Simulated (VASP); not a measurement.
# MnSb (F-43m) in VASP: notebook

Runs on MnSb. Level: PBE. Tasks: electric field gradients.

All numbers are computed with VASP 6.6.1; they aren't measurements. Logs are shortened: lines on timing, memory, paths and dates and some standing lists are left out, and cuts for length are marked.

## Step 1: The structure

Symmetry: F-43m, No. 216, cubic system. Conventional cell: a = 6.180 Å, b = 6.180 Å, c = 6.180 Å, α = 90.00°, β = 90.00°, γ = 90.00°. Around Mn (site symmetry -43m) lie 4 Sb at 2.68 Å. Around Sb (site symmetry -43m) lie 4 Mn at 2.68 Å.

The cell comes from a database or a generator and needn't be the stable form of this composition.

## Step 2: Electric field gradients, PBE, collinear spin, typed start (volume scaled by 0.98)

INCAR

```
PREC = Accurate
ENCUT = 520
EDIFF = 1E-8
ISMEAR = -1
SIGMA = 0.03
LREAL = F
LASPH = T
NELM = 150
ALGO = Fast
ISIF = 2
LWAVE = F
LCHARG = F
ISPIN = 2
MAGMOM = 4 0
LORBIT = 11
LMAXMIX = 4
GGA = PE
LEFG = T
NBANDS = 20
```

KPOINTS

```
Automatic mesh
0
Gamma
  10 10 10
```

POSCAR

```
MnSb
1.0
    0.0000000000      3.0693486081      3.0693486081
    3.0693486081      0.0000000000      3.0693486081
    3.0693486081      3.0693486081      0.0000000000
Mn Sb
1 1
Direct
    0.0000000000      0.0000000000      0.0000000000
    0.2500000000      0.2500000000      0.2500000000
```

Potentials or basis: VASP PAW PBE potentials, release 64 (Mn_pv, Sb).

Command:

```sh
$ cat potpaw_PBE.64/Mn_pv/POTCAR potpaw_PBE.64/Sb/POTCAR > POTCAR
$ mpirun -np 1 vasp_std > vasp.out
```

OUTCAR:

```text
PREC = Accurate
   ENCUT = 520
   EDIFF = 1E-8
   ISMEAR = -1
   LREAL = F
   LASPH = T
   NELM = 150
   ISIF = 2
   ISPIN = 2
   LORBIT = 11
   GGA = PE

 ion  position               nearest neighbor table
   1  0.000  0.000  0.000-   2 2.66   2 2.66   2 2.66   2 2.66
   2  0.250  0.250  0.250-   1 2.66   1 2.66   1 2.66   1 2.66

  LATTYP: Found a face centered cubic cell.
 ALAT       =     6.1386972162

  Lattice vectors:

 A1 = (   0.0000000000,   3.0693486081,   3.0693486081)
 A2 = (   3.0693486081,   0.0000000000,   3.0693486081)
 A3 = (   3.0693486081,   3.0693486081,   0.0000000000)

Analysis of symmetry for initial positions (statically):
=====================================================================
 Subroutine PRICEL returns:
 Original cell was already a primitive cell.

 Routine SETGRP: Setting up the symmetry group for a
 face centered cubic supercell.

 Subroutine GETGRP returns: Found 24 space group operations
 (whereof 24 operations were pure point group operations)
 out of a pool of 48 trial point group operations.

The static configuration has the point symmetry T_d .

Analysis of symmetry for dynamics (positions and initial velocities):
=====================================================================
 Subroutine PRICEL returns:
 Original cell was already a primitive cell.

 Routine SETGRP: Setting up the symmetry group for a
 face centered cubic supercell.

 Subroutine GETGRP returns: Found 24 space group operations
 (whereof 24 operations were pure point group operations)
 out of a pool of 48 trial point group operations.

The dynamic configuration has the point symmetry T_d .

Analysis of structural, dynamic, and magnetic symmetry:
=====================================================================
 Subroutine PRICEL returns:
 Original cell was already a primitive cell.

 Routine SETGRP: Setting up the symmetry group for a
 face centered cubic supercell.

 Subroutine GETGRP returns: Found 24 space group operations
 (whereof 24 operations were pure point group operations)
 out of a pool of 48 trial point group operations.

The overall configuration has the point symmetry T_d .

 Subroutine INISYM returns: Found 24 space group operations
 (whereof 24 operations are pure point group operations),
 and found     1 'primitive' translations

----------------------------------------------------------------------------------------

                                     Primitive cell

  volume of cell :      57.8321

  direct lattice vectors                    reciprocal lattice vectors
     0.000000000  3.069348608  3.069348608    -0.162901014  0.162901014  0.162901014
     3.069348608  0.000000000  3.069348608     0.162901014 -0.162901014  0.162901014
     3.069348608  3.069348608  0.000000000     0.162901014  0.162901014 -0.162901014

  length of vectors
     4.340714429  4.340714429  4.340714429     0.282152833  0.282152833  0.282152833

  position of ions in fractional coordinates (direct lattice)
     0.000000000  0.000000000  0.000000000
     0.250000000  0.250000000  0.250000000

  ion indices of the primitive-cell ions
   primitive index   ion index
                 1           1
                 2           2

----------------------------------------------------------------------------------------

 KPOINTS: Automatic mesh

Automatic generation of k-mesh.
 Grid dimensions read from file:
 generate k-points for:   10   10   10

 Generating k-lattice:

  Cartesian coordinates                     Fractional coordinates (reciprocal lattice)
    -0.016290101  0.016290101  0.016290101     0.100000000  0.000000000  0.000000000
[... 59 lines left out ...]
   EDIFF  = 0.1E-07   stopping-criterion for ELM
   LREAL  =      F    real-space projection
   EDIFFG = 0.1E-06   stopping-criterion for IOM
   NSW    =      0    number of steps for IOM
   IBRION =     -1    ionic relax: 0-MD 1-quasi-New 2-CG
   NFREE  =      0    steps in history (QN), initial steepest desc. (CG)
   ISIF   =      2    stress and relaxation
   ISYM   =      2    0-nonsym 1-usesym 2-fastsym
   POTIM  = 0.5000    time-step for ionic-motion
   TEBEG  =    0.0;   TEEND  =   0.0 temperature during run
   PSTRESS=    0.0 pullay stress
   NELECT =      18.0000    total number of electrons
   NUPDOWN=      -1.0000    fix difference up-down
   EMIN   =  10.00;   EMAX   =-10.00  energy-range for DOS
   EFERMI =   0.00;   METHOD = LEGACY
   ISMEAR =    -1;   SIGMA  =   0.03  broadening in eV -4-tet -1-fermi 0-gaus
   EFERMI_NEDOS =   21; number of points for ismear=-14 and -15
   IALGO  =     68    algorithm
   IMIX   =      4    mixing-type and parameters
     AMIX     =   0.40;   BMIX     =  1.00
     AMIX_MAG =   1.60;   BMIX_MAG =  1.00
  volume/ion in A,a.u.               =      28.92       195.13
  Fermi-wavevector in a.u.,A,eV,Ry     =   1.109454  2.096565 16.747262  1.230889
  Thomas-Fermi vector in A             =   2.245994
   LORBIT       =     11    0 simple, 1 ext, 2 COOP (PROOUT), +10 PAW based schemes
   GGA     = PE    functional components
   LHFCALC =     F    Hartree Fock is set to
   AEXX    =    0.0000 exact exchange contribution
   IVDW    =     0    specifies the selected vdW correction
   LEPSILON=     F    determine dielectric tensor
   LRPA    =     F    only Hartree local field effects (RPA)
 spin polarized calculation
 RMM-DIIS sequential band-by-band and
  energy-cutoff  :      520.00
  volume of cell :       57.83
 maximum number of plane-waves:      1588
   NGX = 17   NGY = 17   NGZ = 17

 number of electron      18.0000016 magnetization       3.9996661

 Free energy of the ion-electron system (eV)
  ---------------------------------------------------
  ext. energy  EPLUGINS =         0.00000000
  ---------------------------------------------------
  free energy    TOTEN  =       -12.28157663 eV

  energy without entropy =      -12.27903074  energy(sigma->0) =      -12.28030369

 E-fermi :   4.4354     XC(G=0):  -9.0527

 val. band max:        4.4262173049   @ k =  -0.4000   0.3000   0.0000
 cond. band min:       4.4601780496   @ k =   0.4000   0.2000   0.0000
 fundamental gap:      0.0339607447
 Fermi energy:         4.4353867544

 spin component 1

 k-point     1 :       0.0000    0.0000    0.0000
  band No.  band energies     occupation
      1     -45.9063      1.00000
      2     -45.9063      1.00000
      3     -45.9063      1.00000
      4      -5.5852      1.00000
      5       0.9558      1.00000
      6       0.9558      1.00000
[... 541 lines left out ...]
     19      17.1787      0.00000
     20      18.3127      0.00000

 [... further k-points ...]

 spin component 2

 k-point     1 :       0.0000    0.0000    0.0000
  band No.  band energies     occupation
      1     -41.8429      1.00000
      2     -41.8429      1.00000
      3     -41.8429      1.00000
      4      -5.5362      1.00000
      5       3.0430      1.00000
      6       3.0430      1.00000
[... 541 lines left out ...]
     19      17.7105      0.00000
     20      18.7683      0.00000

 [... further k-points ...]

------------------------ aborting loop because EDIFF is reached ----------------------------------------

  FORCE on cell =-STRESS in cart. coord.  units (eV):
  Direction    XX          YY          ZZ          XY          YZ          ZX
  --------------------------------------------------------------------------------------
  -------------------------------------------------------------------------------------
  Total        0.3488632      0.3488632      0.3488632      0.0000000      0.0000000      0.0000000
  in kB        9.6648951      9.6648951      9.6648951      0.0000000      0.0000000      0.0000000
  external PRESSURE =       9.6648951 kB  Pullay stress =       0.0000000 kB

 VOLUME and BASIS-vectors are now :
 -----------------------------------------------------------------------------
  energy-cutoff  :      520.00
  volume of cell :       57.83
      direct lattice vectors                 reciprocal lattice vectors
     0.000000000  3.069348608  3.069348608    -0.162901014  0.162901014  0.162901014
     3.069348608  0.000000000  3.069348608     0.162901014 -0.162901014  0.162901014
     3.069348608  3.069348608  0.000000000     0.162901014  0.162901014 -0.162901014

 POSITION                                       TOTAL-FORCE (eV/Angst)
 -----------------------------------------------------------------------------------
      0.00000      0.00000      0.00000        -0.000000      0.000000      0.000000
      1.53467      1.53467      1.53467         0.000000     -0.000000     -0.000000
 -----------------------------------------------------------------------------------
    total drift:                               -0.000000     -0.000000     -0.000000

  FREE ENERGIE OF THE ION-ELECTRON SYSTEM (eV)
  ---------------------------------------------------
  free  energy   TOTEN  =       -12.2815766345 eV

  energy  without entropy=      -12.2790307358  energy(sigma->0) =      -12.28030369

 Electric field gradients (V/A^2)
---------------------------------------------------------------------
 ion       V_xx      V_yy      V_zz      V_xy      V_xz      V_yz
---------------------------------------------------------------------
   1      -0.000     0.000     0.000    -0.000    -0.000    -0.000
   2      -0.000    -0.000    -0.000     0.000     0.000     0.000
---------------------------------------------------------------------

 Electric field gradients after diagonalization (V/A^2)
 (convention: |V_zz| > |V_xx| > |V_yy|)
----------------------------------------------------------------------
 ion       V_xx      V_yy      V_zz     asymmetry (V_yy - V_xx)/ V_zz
----------------------------------------------------------------------
   1       0.000     0.000    -0.001       0.000
   2      -0.000    -0.000     0.000       0.000
----------------------------------------------------------------------

           NMR quadrupolar parameters

 Cq : quadrupolar parameter    Cq=e*Q*V_zz/h
 eta: asymmetry parameters     (V_yy - V_xx)/ V_zz
 Q  : nuclear electric quadrupole moment in mb (millibarn)
----------------------------------------------------------------------
 ion       Cq(MHz)       eta       Q (mb)
----------------------------------------------------------------------
   1      -0.000       0.000       1.000
   2       0.000       0.000       1.000
----------------------------------------------------------------------

 total charge

# of ion       s       p       d       tot
------------------------------------------
    1        0.320   6.197   4.934  11.451
    2        1.140   1.345   0.024   2.509
--------------------------------------------------
tot          1.461   7.542   4.958  13.961

 magnetization (x)

# of ion       s       p       d       tot
------------------------------------------
    1        0.061   0.041   3.768   3.870
    2        0.000  -0.177   0.014  -0.163
--------------------------------------------------
tot          0.062  -0.136   3.782   3.707
```

Wall time 86 s (1 thread of AMD EPYC 9R14 (Zen 4), shared host); peak memory 0.23 GiB.

What came out:

```yaml
Free_energy: -12.2816 eV
Pressure: 1.0 GPa
Band_gap_on_the_k_mesh: none (metal or under the smearing width)
Net_moment: 4.00 μB per cell
Site_moments: Mn +3.87; Sb -0.16 μB
Valence_electrons_inside_the_program's_atomic_spheres: Mn 11.45; Sb 2.51
```

Electric field gradients, principal values (V/Å²):
| atom | Vxx | Vyy | Vzz |
| --- | --- | --- | --- |
| 1 Mn | 0.000 | 0.000 | -0.001 |
| 2 Sb | 0.000 | 0.000 | 0.000 |

Caveat: a cell with one magnetic atom can't hold antiferromagnetic order, which such compounds often take. The run has no spin-orbit coupling, so splittings on Sb are missing.

[end of part 1 of 2]
